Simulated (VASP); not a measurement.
# Y (I4/mmm) in VASP: further runs, part 2 of 3

VASP 6.6.1. The steps go on from the part before.

**3. Single point, LDA (strain +0.080 along x and y, +0.000 along z, atoms carried along)**

Contents of INCAR:

```
SYSTEM = Y
ALGO = Fast ; EDIFF = 1E-7
ENCUT = 520 ; GGA = CA
ISIF = 2 ; ISMEAR = 0
LASPH = .True. ; LCHARG = .False.
LREAL = .False. ; LWAVE = .False.
NBANDS = 12 ; NELM = 100
PREC = Accurate ; SIGMA = 0.15
```

Contents of KPOINTS:

```
k-points
0
Gamma
  16 16 16
  0 0 0
```

Contents of POSCAR:

```
Y
1.0
    0.0000000000      2.6838000000      2.4850000000
    2.6838000000      0.0000000000      2.4850000000
    2.6838000000      2.6838000000      0.0000000000
Y
1
Direct
    0.0000000000      0.0000000000      0.0000000000
```

Potentials or basis: VASP PAW LDA potentials, release 64 (Y_sv).

Started as:

```bash
cat potpaw_LDA.64/Y_sv/POTCAR > POTCAR
mpirun -np 1 vasp_std > vasp.out
```

OUTCAR:

```text
SYSTEM = Y
   EDIFF = 1E-7
   ENCUT = 520
   GGA = CA
   ISIF = 2
   ISMEAR = 0
   LASPH = .True.
   LREAL = .False.
   NELM = 100
   PREC = Accurate

 ion  position               nearest neighbor table
   1  0.000  0.000  0.000-

  LATTYP: Found a body centered tetragonal cell.
 ALAT       =     3.7954663587
 C/A-ratio  =     1.3094570022

  Lattice vectors:

 A1 = (   0.0000000000,  -2.6838000000,  -2.4850000000)
 A2 = (   0.0000000000,   2.6838000000,  -2.4850000000)
 A3 = (   2.6838000000,   0.0000000000,   2.4850000000)

Analysis of symmetry for initial positions (statically):
=====================================================================
 Subroutine PRICEL returns:
 Original cell was already a primitive cell.

 Routine SETGRP: Setting up the symmetry group for a
 body centered tetragonal supercell.

 Subroutine GETGRP returns: Found 16 space group operations
 (whereof 16 operations were pure point group operations)
 out of a pool of 16 trial point group operations.

The static configuration has the point symmetry D_4h.

Analysis of symmetry for dynamics (positions and initial velocities):
=====================================================================
 Subroutine PRICEL returns:
 Original cell was already a primitive cell.

 Routine SETGRP: Setting up the symmetry group for a
 body centered tetragonal supercell.

 Subroutine GETGRP returns: Found 16 space group operations
 (whereof 16 operations were pure point group operations)
 out of a pool of 16 trial point group operations.

The dynamic configuration has the point symmetry D_4h.

 Subroutine INISYM returns: Found 16 space group operations
 (whereof 16 operations are pure point group operations),
 and found     1 'primitive' translations

----------------------------------------------------------------------------------------

                                     Primitive cell

  volume of cell :      35.7978

  direct lattice vectors                    reciprocal lattice vectors
     0.000000000  2.683800000  2.485000000    -0.186303003  0.186303003  0.201207243
     2.683800000  0.000000000  2.485000000     0.186303003 -0.186303003  0.201207243
     2.683800000  2.683800000  0.000000000     0.186303003  0.186303003 -0.201207243

  length of vectors
     3.657595855  3.657595855  3.795466359     0.331514665  0.331514665  0.331514665

  position of ions in fractional coordinates (direct lattice)
     0.000000000  0.000000000  0.000000000

  ion indices of the primitive-cell ions
   primitive index   ion index
                 1           1

----------------------------------------------------------------------------------------

 KPOINTS: k-points

Automatic generation of k-mesh.
 Grid dimensions read from file:
 generate k-points for:   16   16   16

 Generating k-lattice:

  Cartesian coordinates                     Fractional coordinates (reciprocal lattice)
    -0.011643938  0.011643938  0.012575453     0.062500000  0.000000000  0.000000000
     0.011643938 -0.011643938  0.012575453     0.000000000  0.062500000  0.000000000
     0.011643938  0.011643938 -0.012575453     0.000000000  0.000000000  0.062500000

  Length of vectors
     0.020719667  0.020719667  0.020719667

  Shift w.r.t. Gamma in fractional coordinates (k-lattice)
     0.000000000  0.000000000  0.000000000

 Subroutine IBZKPT returns following result:
 ===========================================

 Found    349 irreducible k-points:

 Following reciprocal coordinates:
            Coordinates               Weight
  0.000000  0.000000  0.000000      1.000000
  0.062500  0.000000  0.000000      8.000000
  0.125000  0.000000  0.000000      8.000000
  0.187500  0.000000  0.000000      8.000000
  0.250000  0.000000  0.000000      8.000000
  0.312500  0.000000  0.000000      8.000000
[... 16 lines left out ...]
 -0.125000  0.062500  0.000000      8.000000
 -0.062500  0.062500  0.000000      4.000000
 [... further k-points ...]
   k-points           NKPTS =    349   k-points in BZ     NKDIM =    349   number of bands    NBANDS=     12
   number of dos      NEDOS =    301   number of ions     NIONS =      1
   total plane-waves  NPLWV =  21952
   dimension x,y,z NGX =    28 NGY =   28 NGZ =   28
   dimension x,y,z NGXF=    56 NGYF=   56 NGZF=   56
   ions per type =               1
   NGX,Y,Z   is equivalent  to a cutoff of  12.73, 12.73, 12.26 a.u.
   NGXF,Y,Z  is equivalent  to a cutoff of  25.45, 25.45, 24.53 a.u.
 SYSTEM =  Y
   PREC   = accura    normal or accurate (medium, high low for compatibility)
   ISTART =      0    job   : 0-new  1-cont  2-samecut
   ICHARG =      2    charge: 1-file 2-atom 10-const
   ISPIN  =      1    spin polarized calculation?
   LNONCOLLINEAR =      F non collinear calculations
   LSORBIT =      F    spin-orbit coupling
   LASPH  =      T    aspherical Exc in radial PAW
   ENCUT  =  520.0 eV  38.22 Ry    6.18 a.u.   6.80  6.80  7.06*2*pi/ulx,y,z
   NELM   =    100;   NELMIN=  2; NELMDL= -5     # of ELM steps
   EDIFF  = 0.1E-06   stopping-criterion for ELM
   LREAL  =      F    real-space projection
   EDIFFG = 0.1E-05   stopping-criterion for IOM
   NSW    =      0    number of steps for IOM
   IBRION =     -1    ionic relax: 0-MD 1-quasi-New 2-CG
   NFREE  =      0    steps in history (QN), initial steepest desc. (CG)
   ISIF   =      2    stress and relaxation
   ISYM   =      2    0-nonsym 1-usesym 2-fastsym
   POTIM  = 0.5000    time-step for ionic-motion
   TEBEG  =    0.0;   TEEND  =   0.0 temperature during run
   PSTRESS=    0.0 pullay stress
   NELECT =      11.0000    total number of electrons
   NUPDOWN=      -1.0000    fix difference up-down
   EMIN   =  10.00;   EMAX   =-10.00  energy-range for DOS
   EFERMI =   0.00;   METHOD = LEGACY
   ISMEAR =     0;   SIGMA  =   0.15  broadening in eV -4-tet -1-fermi 0-gaus
   EFERMI_NEDOS =   21; number of points for ismear=-14 and -15
   IALGO  =     68    algorithm
   IMIX   =      4    mixing-type and parameters
     AMIX     =   0.40;   BMIX     =  1.00
     AMIX_MAG =   1.60;   BMIX_MAG =  1.00
  volume/ion in A,a.u.               =      35.80       241.58
  Fermi-wavevector in a.u.,A,eV,Ry     =   1.104723  2.087624 16.604733  1.220413
  Thomas-Fermi vector in A             =   2.241200
   LORBIT       =      0    0 simple, 1 ext, 2 COOP (PROOUT), +10 PAW based schemes
   GGA     = CA    functional components
   LHFCALC =     F    Hartree Fock is set to
   AEXX    =    0.0000 exact exchange contribution
   IVDW    =     0    specifies the selected vdW correction
   LEPSILON=     F    determine dielectric tensor
   LRPA    =     F    only Hartree local field effects (RPA)
 non-spin polarized calculation
 RMM-DIIS sequential band-by-band and
 Gauss-broadening in eV      SIGMA  =   0.15
  energy-cutoff  :      520.00
  volume of cell :       35.80
 maximum number of plane-waves:       976
   NGX = 13   NGY = 13   NGZ = 15

 number of electron      10.9999999 magnetization

 Free energy of the ion-electron system (eV)
  ---------------------------------------------------
  ext. energy  EPLUGINS =         0.00000000
  ---------------------------------------------------
  free energy    TOTEN  =        -6.78743718 eV

  energy without entropy =       -6.76640684  energy(sigma->0) =       -6.77692201

 E-fermi :   2.4827     XC(G=0):  -9.3095

 val. band max:        2.4798772173   @ k =   0.5000   0.3125   0.1875
 cond. band min:       2.4833599515   @ k =  -0.4375   0.2500   0.1875
 fundamental gap:      0.0034827341
 Fermi energy:         2.4826914200

 k-point     1 :       0.0000    0.0000    0.0000
  band No.  band energies     occupation
      1     -40.2257      2.00000
      2     -20.1001      2.00000
      3     -20.1001      2.00000
      4     -20.0975      2.00000
      5      -2.1112      2.00000
      6       3.9337      0.00000
      7       3.9337      0.00000
      8       4.4745      0.00000
      9       5.4452      0.00000
     10       6.1709      0.00000
     11      11.3123      0.00000
     12      13.7703      0.00000
[... 331 lines left out ...]
 k-point    24 :      -0.0625    0.0625    0.0000
  band No.  band energies     occupation
      1     -40.2216      2.00000
      2     -20.1340      2.00000
      3     -20.1103      2.00000
      4     -20.1051      2.00000
      5      -1.8883      2.00000
      6       3.7504      0.00000
      7       4.0402      0.00000
      8       4.5555      0.00000
      9       5.2800      0.00000
     10       6.0967      0.00000
     11      11.7915      0.00000
     12      13.2844      0.00000

 [... further k-points ...]

------------------------ aborting loop because EDIFF is reached ----------------------------------------

  FORCE on cell =-STRESS in cart. coord.  units (eV):
  Direction    XX          YY          ZZ          XY          YZ          ZX
  --------------------------------------------------------------------------------------
  -------------------------------------------------------------------------------------
  Total       -1.5722566     -1.5722566     -1.1857033      0.0000000      0.0000000      0.0000000
  in kB      -70.3683442    -70.3683442    -53.0676601      0.0000000      0.0000000      0.0000000
  external PRESSURE =     -64.6014495 kB  Pullay stress =       0.0000000 kB

 VOLUME and BASIS-vectors are now :
 -----------------------------------------------------------------------------
  energy-cutoff  :      520.00
  volume of cell :       35.80
      direct lattice vectors                 reciprocal lattice vectors
     0.000000000  2.683800000  2.485000000    -0.186303003  0.186303003  0.201207243
     2.683800000  0.000000000  2.485000000     0.186303003 -0.186303003  0.201207243
     2.683800000  2.683800000  0.000000000     0.186303003  0.186303003 -0.201207243

 POSITION                                       TOTAL-FORCE (eV/Angst)
 -----------------------------------------------------------------------------------
      0.00000      0.00000      0.00000         0.000000     -0.000000      0.000000
 -----------------------------------------------------------------------------------
    total drift:                               -0.000000     -0.000000     -0.000000

  FREE ENERGIE OF THE ION-ELECTRON SYSTEM (eV)
  ---------------------------------------------------
  free  energy   TOTEN  =        -6.7874371761 eV

  energy  without entropy=       -6.7664068397  energy(sigma->0) =       -6.77692201
```

OSZICAR:

```text
N       E                     dE             d eps       ncg     rms          rms(c)
DAV:   1     0.245820206233E+02    0.24582E+02   -0.54828E+03  8384   0.819E+02
DAV:   2    -0.565544417346E+01   -0.30237E+02   -0.29491E+02 10172   0.164E+02
DAV:   3    -0.700891829497E+01   -0.13535E+01   -0.13280E+01 12172   0.219E+01
DAV:   4    -0.704501703484E+01   -0.36099E-01   -0.36058E-01  9548   0.348E+00
DAV:   5    -0.704576443901E+01   -0.74740E-03   -0.74737E-03 11052   0.395E-01    0.214E+01
RMM:   6    -0.683770102728E+01    0.20806E+00   -0.16806E-01  9341   0.236E+00    0.128E+01
RMM:   7    -0.678977557637E+01    0.47925E-01   -0.33562E-01 11018   0.331E+00    0.118E+00
RMM:   8    -0.678793751405E+01    0.18381E-02   -0.52004E-02 10189   0.142E+00    0.832E-01
RMM:   9    -0.678759914422E+01    0.33837E-03   -0.10581E-02 12080   0.527E-01    0.298E-01
RMM:  10    -0.678939773967E+01   -0.17986E-02   -0.47094E-03 12053   0.412E-01    0.943E-01
RMM:  11    -0.678741948827E+01    0.19783E-02   -0.29322E-03 10250   0.498E-01    0.929E-02
RMM:  12    -0.678742702010E+01   -0.75318E-05   -0.46849E-04 11731   0.194E-01    0.622E-02
RMM:  13    -0.678743441599E+01   -0.73959E-05   -0.11956E-04 12301   0.744E-02    0.997E-03
RMM:  14    -0.678744059474E+01   -0.61788E-05   -0.38353E-05 13078   0.372E-02    0.350E-02
RMM:  15    -0.678743728472E+01    0.33100E-05   -0.50826E-06 11484   0.158E-02    0.737E-03
RMM:  16    -0.678743710547E+01    0.17925E-06   -0.21622E-06 11798   0.114E-02    0.164E-03
RMM:  17    -0.678743717610E+01   -0.70629E-07   -0.77702E-07 10575   0.554E-03
   1 F= -.67874372E+01 E0= -.67769220E+01  d E =-.210303E-01
```

stdout:

```text
POSCAR found type information on POSCAR Y
 POSCAR found :  1 types and       1 ions
 scaLAPACK will be used
 LDA part: xc-table for (Slater(with rela. corr.)+CA(PZ))
 , standard interpolation
 POSCAR, INCAR and KPOINTS ok, starting setup
 FFT: planning ... GRIDC
 FFT: planning ... GRID_SOFT
 FFT: planning ... GRID
 WAVECAR not read
 entering main loop
WARNING in EDDRMM: call to ZHEGV failed, returncode =   6  3     12
WARNING in EDDRMM: call to ZHEGV failed, returncode =   8  4      5
WARNING in EDDRMM: call to ZHEGV failed, returncode =   6  3      6
WARNING in EDDRMM: call to ZHEGV failed, returncode =   8  4     10
WARNING in EDDRMM: call to ZHEGV failed, returncode =   6  3      8
WARNING in EDDRMM: call to ZHEGV failed, returncode =   8  4      6
WARNING in EDDRMM: call to ZHEGV failed, returncode =   8  4      9
WARNING in EDDRMM: call to ZHEGV failed, returncode =   6  3      6
WARNING in EDDRMM: call to ZHEGV failed, returncode =   6  3      7
WARNING in EDDRMM: call to ZHEGV failed, returncode =   6  3      7
WARNING in EDDRMM: call to ZHEGV failed, returncode =   6  3      8
WARNING in EDDRMM: call to ZHEGV failed, returncode =   6  3     10
WARNING in EDDRMM: call to ZHEGV failed, returncode =   8  4     10
WARNING in EDDRMM: call to ZHEGV failed, returncode =   8  4      8
WARNING in EDDRMM: call to ZHEGV failed, returncode =   8  4      9
WARNING in EDDRMM: call to ZHEGV failed, returncode =   8  4      8
```

Wall time 2.6 min (1 thread of Intel Xeon Platinum 8259CL at 2.50GHz (Skylake/Cascade Lake), shared host); peak memory 0.28 GiB.

Results:

```
Free energy            : -6.7874 eV
Pressure               : -6.5 GPa
Band gap on the k mesh : none (metal or under the smearing width)
```

Stress tensor (GPa, compression positive):
```
-7.04  0.00  0.00
 0.00 -7.04  0.00
 0.00  0.00 -5.31
```

Levels at points of the mesh, in eV from the Fermi level:
| k point | band 2 | band 3 | band 4 | band 5 | band 6 | band 7 | band 8 | band 9 |
| --- | --- | --- | --- | --- | --- | --- | --- | --- |
| (0.00, 0.00, 0.00) | -22.58 | -22.58 | -22.58 | -4.59 | 1.45 | 1.45 | 1.99 | 2.96 |
| (0.50, 0.00, 0.00) | -23.00 | -22.66 | -22.61 | -1.89 | 0.47 | 1.15 | 1.81 | 4.46 |
| (0.50, 0.50, 0.00) | -22.97 | -22.77 | -22.77 | -1.47 | -0.85 | 2.37 | 4.64 | 5.02 |
| (0.50, 0.00, 0.50) | -22.98 | -22.74 | -22.69 | -1.61 | -0.67 | 1.49 | 4.57 | 4.74 |

**4. Single point, LDA (strain -0.040 along x and y, +0.080 along z, atoms carried along)**

Contents of INCAR:

```
PREC = Accurate
ENCUT = 520
EDIFF = 1E-6
ISMEAR = 0
SIGMA = 0.15
LREAL = F
LASPH = T
NELM = 100
ALGO = Fast
ISIF = 2
LWAVE = F
LCHARG = F
NBANDS = 12
```

Contents of KPOINTS:

```
regular mesh
0
Gamma
  16 16 16
```

Contents of POSCAR:

```
Y
1.0
    0.0000000000      2.3856000000      2.6838000000
    2.3856000000      0.0000000000      2.6838000000
    2.3856000000      2.3856000000      0.0000000000
Y
1
Direct
    0.0000000000      0.0000000000      0.0000000000
```

Started as:

```bash
cat potpaw_LDA.64/Y_sv/POTCAR > POTCAR
mpirun -np 1 vasp_std > vasp.out
```

Run time: 2.2 min. Hardware: 1 thread of Intel Xeon Platinum 8259CL at 2.50GHz (Skylake/Cascade Lake), shared host; peak memory 0.27 GiB.

The run converged. Its results:

- Free energy: -6.9111 eV
- Pressure: -1.7 GPa
- Band gap on the k mesh: none (metal or under the smearing width)

Stress tensor (GPa, compression positive):
```
-0.35  0.00  0.00
 0.00 -0.35  0.00
 0.00  0.00 -4.43
```

Levels at points of the mesh, in eV from the Fermi level:
```
           k point  band 3  band 4  band 5  band 6  band 7  band 8  band 9  band 10
(0.00, 0.00, 0.00)  -22.07  -22.07   -4.83    1.13    2.22    2.22    3.04     4.67
(0.50, 0.00, 0.00)  -22.23  -22.10   -2.06    0.92    1.08    2.20    5.27     5.73
(0.50, 0.50, 0.00)  -22.24  -22.24   -2.01   -0.86    1.51    5.68    5.94     5.94
(0.50, 0.00, 0.50)  -22.47  -22.28   -1.87   -1.02    2.96    5.26    5.32     6.58
```

(Part 2 of 3 ends here.)
